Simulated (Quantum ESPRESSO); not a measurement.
# GaN (P6_3mc) in Quantum ESPRESSO: settings compared

One crystal, GaN, is run at these levels: PBEsol, PBE; tasks: phonons, Wannier functions.

Everything below comes from runs of Quantum ESPRESSO 7.5. Logs are shortened: lines on timing, memory, paths and dates and some standing lists are left out, and cuts for length are marked.

**Experimental background.**

From “Studying electronic properties in GaN without electrical contacts using γ-γ vs e−-γ Perturbed Angular Correlations”, 2019, pmc:6823545, for a bulk crystal of GaN: band gap 3.503 ± 0.005 eV (direct).

How close the calculation comes is told below.

## 1. Starting point

The structure is hexagonal, space group P6_3mc (No. 186). Conventional cell: a = 3.180 Å, b = 3.180 Å, c = 5.166 Å, α = 90.00°, β = 90.00°, γ = 120.00°. Ga (site symmetry 3m) is surrounded by 4 N at 1.94 to 1.95 Å. N (site symmetry 3m) is surrounded by 4 Ga at 1.94 to 1.95 Å.

## 2. Phonons, PBEsol

pw.in reads:

```
&CONTROL
  calculation = 'scf'
  prefix = 'pwscf'
  outdir = './tmp'
  pseudo_dir = './pseudo'
  tprnfor = .true.
  tstress = .true.
  disk_io = 'low'
/
&SYSTEM
  ibrav = 0
  nat = 4
  ntyp = 2
  ecutwfc = 45
  ecutrho = 360
  nbnd = 33
  occupations = 'smearing'
  smearing = 'fd'
  degauss = 0.00367493
/
&ELECTRONS
  conv_thr = 8d-10
  electron_maxstep = 120
  mixing_beta = 0.5
/
ATOMIC_SPECIES
Ga    69.7230 ga_pbesol_v1.4.uspp.F.UPF
N     14.0070 n_pbesol_v1.2.uspp.F.UPF
CELL_PARAMETERS angstrom
   3.1800000000    0.0000000000    0.0000000000
  -1.5900000000    2.7539607840    0.0000000000
   0.0000000000    0.0000000000    5.1660000000
ATOMIC_POSITIONS crystal
Ga     0.6666666667    0.3333333333    0.5000000000
Ga     0.3333333333    0.6666666667    0.0000000000
N      0.6666666667    0.3333333333    0.8750000000
N      0.3333333333    0.6666666667    0.3750000000
K_POINTS automatic
8 8 4 0 0 1
```

relax.in reads:

```
&CONTROL
  calculation = 'vc-relax'
  prefix = 'pwscf'
  outdir = './tmp'
  pseudo_dir = './pseudo'
  tprnfor = .true.
  tstress = .true.
  disk_io = 'low'
  nstep = 40
  forc_conv_thr = 0.0001
  etot_conv_thr = 1d-06
/
&SYSTEM
  ibrav = 0
  nat = 4
  ntyp = 2
  ecutwfc = 45
  ecutrho = 360
  nbnd = 33
  occupations = 'smearing'
  smearing = 'fd'
  degauss = 0.00367493
/
&ELECTRONS
  conv_thr = 8d-10
  electron_maxstep = 120
  mixing_beta = 0.5
/
&IONS
  ion_dynamics = 'bfgs'
/
&CELL
  cell_dynamics = 'bfgs'
  press = 0
  press_conv_thr = 0.2
/
ATOMIC_SPECIES
Ga    69.7230 ga_pbesol_v1.4.uspp.F.UPF
N     14.0070 n_pbesol_v1.2.uspp.F.UPF
CELL_PARAMETERS angstrom
   3.1800000000    0.0000000000    0.0000000000
  -1.5900000000    2.7539607840    0.0000000000
   0.0000000000    0.0000000000    5.1660000000
ATOMIC_POSITIONS crystal
Ga     0.6666666667    0.3333333333    0.5000000000
Ga     0.3333333333    0.6666666667    0.0000000000
N      0.6666666667    0.3333333333    0.8750000000
N      0.3333333333    0.6666666667    0.3750000000
K_POINTS automatic
8 8 4 0 0 1
```

scf2.in reads:

```
&CONTROL
  calculation = 'scf'
  prefix = 'pwscf'
  outdir = './tmp'
  pseudo_dir = './pseudo'
  tprnfor = .true.
  tstress = .true.
  disk_io = 'low'
/
&SYSTEM
  ibrav = 0
  nat = 4
  ntyp = 2
  ecutwfc = 45
  ecutrho = 360
  nbnd = 33
  occupations = 'fixed'
/
&ELECTRONS
  conv_thr = 1d-13
  electron_maxstep = 120
  mixing_beta = 0.5
  startingpot = 'file'
  startingwfc = 'file'
/
ATOMIC_SPECIES
Ga    69.7230 ga_pbesol_v1.4.uspp.F.UPF
N     14.0070 n_pbesol_v1.2.uspp.F.UPF
CELL_PARAMETERS angstrom
   3.1809719639    0.0000000000    0.0000000000
  -1.5904859820    2.7548025295    0.0000000000
   0.0000000000    0.0000000000    5.1826395820
ATOMIC_POSITIONS crystal
Ga     0.6666666667    0.3333333333    0.4991925081
Ga     0.3333333333    0.6666666667   -0.0008074919
N      0.6666666667    0.3333333333    0.8758074919
N      0.3333333333    0.6666666667    0.3758074919
K_POINTS automatic
8 8 4 0 0 1
```

ph.in reads:

```
phonons of GaN
&INPUTPH
  prefix = 'pwscf'
  outdir = './tmp'
  tr2_ph = 1d-16
  fildyn = 'dyn'
  niter_ph = 60
  alpha_mix(1) = 0.7
  epsil = .true.
/
0.0000000000 0.0000000000 0.0000000000
```

dynmat.in reads:

```
&INPUT
  fildyn = 'dyn'
  asr = 'crystal'
  lperm = .true.
  filout = 'dynmat.disp'
  fileig = 'dynmat.eig'
/
```

dynmat_lo.in reads:

```
&INPUT
  fildyn = 'dyn'
  asr = 'crystal'
  filout = 'dynmat_lo.disp'
  fileig = 'dynmat_lo.eig'
  q(1) = 0
  q(2) = 0
  q(3) = 1
/
```

Potentials or basis: GBRV 1.5 PBEsol.

The run is started by

```
$ OMP_NUM_THREADS=1 pw.x -in pw.in > pw.out
$ OMP_NUM_THREADS=1 pw.x -in relax.in > relax.out
$ OMP_NUM_THREADS=1 pw.x -in scf2.in > scf2.out
$ OMP_NUM_THREADS=1 ph.x -in ph.in > ph.out
$ OMP_NUM_THREADS=1 dynmat.x -in dynmat.in > dynmat.out
$ OMP_NUM_THREADS=1 dynmat.x -in dynmat_lo.in > dynmat_lo.out
```

pw.out:

```text
This program is part of the open-source Quantum ESPRESSO suite
     for quantum simulation of materials; please cite
         "P. Giannozzi et al., J. Phys.:Condens. Matter 21 395502 (2009);
         "P. Giannozzi et al., J. Phys.:Condens. Matter 29 465901 (2017);
         "P. Giannozzi et al., J. Chem. Phys. 152 154105 (2020);
     in publications or presentations arising from this work. More details at

     Message from routine setup:
     using ibrav=0 with symmetry is DISCOURAGED, use correct ibrav instead

     G-vector sticks info
     --------------------
     sticks:   dense  smooth     PW     G-vecs:    dense   smooth      PW
     Sum         889     439    139                35171    12431    2093

     Using Slab Decomposition

     bravais-lattice index     =            0
     lattice parameter (alat)  =       6.0093  a.u.
     unit-cell volume          =     305.3064 (a.u.)^3
     number of atoms/cell      =            4
     number of atomic types    =            2
     number of electrons       =        48.00
     number of Kohn-Sham states=           33
     kinetic-energy cutoff     =      45.0000  Ry
     charge density cutoff     =     360.0000  Ry
     scf convergence threshold =      8.0E-10
     mixing beta               =       0.5000
     number of iterations used =            8  plain     mixing
     Exchange-correlation= SLA  PW   PSX  PSC
                           (   1   4  10   8   0   0   0)

     celldm(1)=   6.009329  celldm(2)=   0.000000  celldm(3)=   0.000000
     celldm(4)=   0.000000  celldm(5)=   0.000000  celldm(6)=   0.000000

     crystal axes: (cart. coord. in units of alat)
               a(1) = (   1.000000   0.000000   0.000000 )
               a(2) = (  -0.500000   0.866025   0.000000 )
               a(3) = (   0.000000   0.000000   1.624528 )

     reciprocal axes: (cart. coord. in units 2 pi/alat)
               b(1) = (  1.000000  0.577350 -0.000000 )
               b(2) = (  0.000000  1.154701  0.000000 )
               b(3) = (  0.000000 -0.000000  0.615563 )

     PseudoPot. # 1 for Ga read from file:
     ga_pbesol_v1.4.uspp.F.UPF
     Pseudo is Ultrasoft + core correction, Zval = 19.0
     Generated by new atomic code, or converted to UPF format
     Using radial grid of  871 points,  6 beta functions with:
                l(1) =   0
                l(2) =   0
                l(3) =   1
                l(4) =   1
                l(5) =   2
                l(6) =   2
     Q(r) pseudized with  8 coefficients,  rinner =    1.250   1.250   1.250
                                                       1.250   1.250

     PseudoPot. # 2 for N  read from file:
     n_pbesol_v1.2.uspp.F.UPF
     Pseudo is Ultrasoft + core correction, Zval =  5.0
     Generated by new atomic code, or converted to UPF format
     Using radial grid of  729 points,  4 beta functions with:
                l(1) =   0
                l(2) =   0
                l(3) =   1
                l(4) =   1
     Q(r) pseudized with  8 coefficients,  rinner =    0.900   0.900   0.900

     atomic species   valence    mass     pseudopotential
     Ga               19.00    69.72300     Ga( 1.00)
     N                 5.00    14.00700     N ( 1.00)

     12 Sym. Ops. (no inversion) found ( 6 have fractional translation)

   Cartesian axes

     site n.     atom                  positions (alat units)
         1        Ga     tau(   1) = (   0.5000000   0.2886751   0.8122642  )
         2        Ga     tau(   2) = (  -0.0000000   0.5773503   0.0000000  )
         3        N      tau(   3) = (   0.5000000   0.2886751   1.4214623  )
         4        N      tau(   4) = (  -0.0000000   0.5773503   0.6091981  )

     number of k points=    20  Fermi-Dirac smearing, width (Ry)=  0.0037
                       cart. coord. in units 2pi/alat
        k(    1) = (   0.0000000   0.0000000   0.0769454), wk =   0.0156250
        k(    2) = (   0.0000000   0.0000000   0.2308362), wk =   0.0156250
        k(    3) = (   0.0000000   0.1443376   0.0769454), wk =   0.0937500
        k(    4) = (   0.0000000   0.1443376   0.2308362), wk =   0.0937500
        k(    5) = (   0.0000000   0.2886751   0.0769454), wk =   0.0937500
        k(    6) = (   0.0000000   0.2886751   0.2308362), wk =   0.0937500
[... 12 lines left out ...]
        k(   19) = (   0.2500000   0.5773503   0.0769454), wk =   0.0937500
        k(   20) = (   0.2500000   0.5773503   0.2308362), wk =   0.0937500

     Dense  grid:    35171 G-vectors     FFT dimensions: (  40,  40,  60)

     Smooth grid:    12431 G-vectors     FFT dimensions: (  25,  25,  48)

     Initial potential from superposition of free atoms

     starting charge      46.0000, renormalised to      48.0000
     Starting wfcs are   32 randomized atomic wfcs +    1 random wfcs

     Self-consistent Calculation

     iteration #  1     ecut=    45.00 Ry     beta= 0.50
     Davidson diagonalization with overlap
     ethr =  1.00E-02,  avg # of iterations =  4.7

     total energy              =    -865.13272199 Ry
     estimated scf accuracy    <      11.08870762 Ry
[... 57 lines left out ...]
     iteration # 10     ecut=    45.00 Ry     beta= 0.50
     Davidson diagonalization with overlap
     ethr =  7.85E-12,  avg # of iterations =  3.1

     End of self-consistent calculation

          k = 0.0000 0.0000 0.0769 (  1575 PWs)   bands (ev):

   -81.5983 -81.5980 -81.5980 -81.5976 -81.5976 -81.5974  -5.1061  -4.1811
    -2.5075  -2.4951  -2.4951  -2.4342  -2.4342  -2.2268  -2.2268  -2.1306
    -2.1306  -1.0517   3.9973   9.8750   9.8750  10.3453  10.8684  10.8684
    13.2693  15.1701  19.9521  20.7536  20.7536  21.2556  22.4445  22.4445
    25.4970
[... 51 lines left out ...]
   -81.5988 -81.5987 -81.5983 -81.5980 -81.5973 -81.5972  -4.1465  -4.0332
    -2.4564  -2.4129  -2.3666  -2.3001  -2.2537  -2.2066  -2.1558  -2.1341
    -1.3476  -0.8559   4.6551   5.2899   8.0313   8.7918   9.3823   9.4521
    15.1583  16.0113  18.3770  18.9633  20.8332  21.1028  22.3595  23.5532
    24.8671

          k = 0.0000-0.5774 0.0769 (  1556 PWs)   bands (ev):

   -81.5990 -81.5986 -81.5985 -81.5981 -81.5974 -81.5972  -4.1678  -3.9873
    -2.4528  -2.4141  -2.3132  -2.3132  -2.2328  -2.1979  -2.1387  -2.1048
    -0.9832  -0.4765   4.2452   5.3761   6.8682   8.1552   8.7999   9.8280
    15.7669  15.8805  17.6239  19.2690  21.2448  21.3419  22.6815  24.3434
    24.7881

          k = 0.0000-0.5774 0.2308 (  1542 PWs)   bands (ev):

   -81.5986 -81.5985 -81.5984 -81.5978 -81.5973 -81.5970  -4.0761  -4.0011
    -2.4648  -2.4194  -2.3577  -2.2799  -2.2417  -2.1797  -2.1351  -2.1239
    -0.8679  -0.6516   4.0418   4.5215   8.3032   8.5949   9.2801   9.2822
    14.9419  15.6820  18.4574  18.8675  20.8721  21.0283  22.3672  23.7841
    25.2079
[... 75 lines left out ...]
   -81.5986 -81.5985 -81.5983 -81.5983 -81.5973 -81.5972  -4.0131  -3.9859
    -2.4123  -2.3803  -2.3694  -2.3016  -2.2245  -2.2085  -2.1786  -2.1745
    -0.5613  -0.4288   4.5458   4.7772   6.4850   7.4062   8.9570   9.3354
    16.6826  17.4699  18.1525  18.7527  19.9483  19.9725  23.7287  24.3358
    25.4270

     the Fermi energy is    12.0122 ev

!    total energy              =    -870.33944247 Ry
     estimated scf accuracy    <          1.6E-10 Ry
     smearing contrib. (-TS)   =      -0.00000000 Ry
     internal energy E=F+TS    =    -870.33944247 Ry

     The total energy is F=E-TS. E is the sum of the following terms:
     one-electron contribution =    -672.11821725 Ry
     hartree contribution      =     361.50020094 Ry
     xc contribution           =    -106.97021773 Ry
     ewald contribution        =    -452.75120843 Ry

     convergence has been achieved in  10 iterations

     Forces acting on atoms (cartesian axes, Ry/au):

     atom    1 type  1   force =    -0.00000000   -0.00000000   -0.00519769
     atom    2 type  1   force =     0.00000000    0.00000000   -0.00519769
     atom    3 type  2   force =     0.00000000    0.00000000    0.00519769
     atom    4 type  2   force =     0.00000000    0.00000000    0.00519769

     Total force =     0.010395     Total SCF correction =     0.000009

     Computing stress (Cartesian axis) and pressure

          total   stress  (Ry/bohr**3)                   (kbar)     P=        7.84
   0.00000518  -0.00000000  -0.00000000            0.76       -0.00       -0.00
  -0.00000000   0.00000518  -0.00000000           -0.00        0.76       -0.00
  -0.00000000  -0.00000000   0.00014955           -0.00       -0.00       22.00

=------------------------------------------------------------------------------=
   JOB DONE.
=------------------------------------------------------------------------------=
```

Wall time 12 min (1 thread of Intel Xeon Platinum 8488C (Sapphire Rapids), shared host); peak memory 0.2 GiB.

Results:

```yaml
Free_energy: -11841.5745 eV
Relaxed_volume: 11.35 Å³/atom
Relaxed_cell: a = 3.181 Å, b = 3.181 Å, c = 5.183 Å, α = 90.00°, β = 90.00°, γ = 120.00°
Space_group_after_relaxing_to_0.05_Å: P6_3mc (No. 186)
Pressure_after_relaxing: 0.0 GPa
Electronic_dielectric_tensor_diagonal: 5.85, 5.85, 5.83
Born_charges_mean_of_the_diagonal: Ga +2.67; N -2.66 e
Highest_phonon_frequency_at_Γ_LO-TO_splitting_left_out: 682 cm⁻¹
Static_dielectric_tensor_diagonal: 10.12, 10.12, 10.95
```

The path:
```
step  energy change (eV)  largest force (eV/Å)  pressure (GPa)  volume (Å³)
   1              0.0000                0.1336            0.78        45.24
   2             -0.0020                0.0271           -0.03        45.42
   3             -0.0020                0.0098           -0.01        45.42
   4             -0.0021                0.0017            0.01        45.41
   5             -0.0021                0.0013            0.01        45.41
   6             -0.0021                0.0004            0.00        45.42
```

Final structure:
```
CELL_PARAMETERS angstrom
3.18097 0.00000 0.00000
-1.59049 2.75480 0.00000
0.00000 0.00000 5.18264
ATOMIC_POSITIONS crystal
Ga 0.66667 0.33333 0.49919
Ga 0.33333 0.66667 0.99919
N 0.66667 0.33333 0.87581
N 0.33333 0.66667 0.37581
```

Phonon frequencies in cm⁻¹ (negative: imaginary):
```csv
q point,frequencies
"(0.000, 0.000, 0.000)",3 3 4 136 136 329 524 547 547 556 556 682
```

Electronic dielectric tensor:
```
5.85 0.00 0.00
0.00 5.85 0.00
0.00 0.00 5.83
```

Born effective charge tensors (e):
atom 1, Ga
```
2.62 0.00 0.00
0.00 2.62 0.00
0.00 0.00 2.76
```
atom 2, Ga
```
2.62 0.00 0.00
0.00 2.62 0.00
0.00 0.00 2.76
```
atom 3, N
```
-2.62  0.00  0.00
 0.00 -2.62  0.00
 0.00  0.00 -2.74
```
atom 4, N
```
-2.62  0.00  0.00
 0.00 -2.62  0.00
 0.00  0.00 -2.74
```

Optical modes at Γ, degenerate ones joined, polar ones without the macroscopic field:
```tsv
cm⁻¹	components	symmetry	active in	IR intensity, summed ((D/Å)²/amu)
136	2	E2	Raman	0.00
329	1	B1	silent	0.00
524	1	A1	IR and Raman	29.94
547	2	E1	IR and Raman	54.39
556	2	E2	Raman	0.00
682	1	B1	silent	0.00
```

Zone-centre frequencies without and with the macroscopic field along z (cm⁻¹):
|  | optical modes in rising order |
| --- | --- |
| without | 136 136 329 524 547 547 556 556 682 |
| with the field | 136 136 329 547 547 556 556 682 718 |

Static dielectric tensor, electrons and zone-centre modes:
```
10.12  0.00  0.00
 0.00 10.12  0.00
 0.00  0.00 10.95
```

(Part 1 of 4 ends here.)
